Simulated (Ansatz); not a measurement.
**Phonon spectrum of BN**

All numbers below come from DFT PBE, scalar-relativistic, plane waves, PAW (Ansatz). Plane waves to 420 eV; Γ-centred k mesh 12×12×4; fixed occupations. No spin polarisation. Phonons by linear response, acoustic sum rule imposed.

Relaxed structure:
```
B N
1.0
     2.51215    0.00000    0.00000
    -1.25607    2.17558    0.00000
     0.00000    0.00000    8.49200
B N
2 2
Direct
  0.66667 0.33333 0.25000
  0.33333 0.66667 0.75000
  0.33333 0.66667 0.25000
  0.66667 0.33333 0.75000
```

The cell was relaxed from a distorted copy of a database structure. The q mesh is coarse, so values between its points are rough. Modes under 40 cm⁻¹ are poorly fixed. No dispersion correction is applied, so modes and constants that involve weak contacts between layers, chains or molecules come out too soft.

Force constants from linear response on a 3×3×1 q mesh.

(1) Is the structure dynamically stable on the q mesh?

(2) Give the frequencies (cm⁻¹) at the zone-boundary points of high symmetry (interpolated where a point lies off the q mesh).

## Answers

(1) Yes, on this mesh: no mode is imaginary. Between the mesh points the interpolation dips to 21i cm⁻¹.

(2)
```
point                  q                                            frequencies
    M  0.500 0.000 0.000  311 314 581 584 620 627 1141 1142 1224 1226 1268 1273
    K  0.333 0.333 0.000  309 309 594 594 863 864 1052 1052 1172 1172 1253 1253
    A  0.000 0.000 0.500              8 8 8 8 17 17 801 801 1342 1342 1342 1342
    L  0.500 0.000 0.500  312 312 582 582 623 623 1141 1141 1225 1225 1270 1270
    H  0.333 0.333 0.500  309 309 594 594 864 864 1052 1052 1172 1172 1253 1253
```
